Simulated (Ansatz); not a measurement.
**Ga: strain and displacement**

```xyz
4
Lattice="2.2553 -3.8224 0.0000 2.2553 3.8224 0.0000 0.0000 0.0000 4.5167" Properties=species:S:1:pos:R:3 pbc="T T T"
Ga    2.2553    2.6566    0.3546
Ga    2.2553   -1.1658    1.9038
Ga    2.2553   -2.6566    4.1621
Ga    2.2553    1.1658    2.6129
```

Atom numbers follow the list: Ga1, Ga2, Ga3, Ga4.

The cell is COD entry 9008562, as deposited and not checked against the literature; nothing was relaxed.

Theory: DFT, PBE, all-electron LAPW, scalar-relativistic in Ansatz 0.2.0.

Settings: a Γ-centred 9×9×8 k mesh, Fermi–Dirac smearing of 0.05 eV, basis error target 1 meV/atom, no spin polarisation.

The unchanged cell is at 2.31 GPa.

In a metal, stresses and small energies carry noise from the k mesh.

x, y and z are the Cartesian axes of the cell as listed; fractional coordinates follow a strain, and an engineering shear is twice the off-diagonal strain component.

With equal xy, yz and zx engineering shear strains of -3 %: energy change +7 meV/atom; stress change (xx, yy, zz, yz, xz, xy) 0.16, 0.24, 0.18, 1.65, 1.09, 0.95 GPa, compression positive; change of the force on Ga1 (-0.031, 0.108, 0.043) eV/Å.

With this change (equal xy, yz and zx engineering shear strains of -1 %), what becomes of the energy and stress and forces?

Energy change under 1 meV/atom; stress change (xx, yy, zz, yz, xz, xy) 0.02, 0.04, 0.01, 0.53, 0.33, 0.29 GPa, compression positive; change of the force on Ga1 (-0.013, 0.033, 0.015) eV/Å.

With equal xy, yz and zx engineering shear strains of +2 %: energy change +3 meV/atom; stress change (xx, yy, zz, yz, xz, xy) 0.08, 0.14, 0.06, -1.06, -0.65, -0.59 GPa, compression positive; change of the force on Ga2 (-0.023, 0.065, -0.029) eV/Å.

With this change (equal xy, yz and zx engineering shear strains of -2 %), what becomes of the energy and stress and forces?

Energy change +3 meV/atom; stress change (xx, yy, zz, yz, xz, xy) 0.07, 0.12, 0.07, 1.08, 0.67, 0.61 GPa, compression positive; change of the force on Ga1 (-0.023, 0.069, 0.029) eV/Å.

With this change (equal xy, yz and zx engineering shear strains of +1 %), what becomes of the energy and stress and forces?

Energy change under 1 meV/atom; stress change (xx, yy, zz, yz, xz, xy) 0.02, 0.04, 0.01, -0.53, -0.32, -0.29 GPa, compression positive; change of the force on Ga2 (-0.011, 0.031, -0.015) eV/Å.

With equal xy, yz and zx engineering shear strains of +3 %: energy change +6 meV/atom; stress change (xx, yy, zz, yz, xz, xy) 0.16, 0.29, 0.16, -1.59, -1.05, -0.89 GPa, compression positive; change of the force on Ga2 (-0.037, 0.102, -0.043) eV/Å.
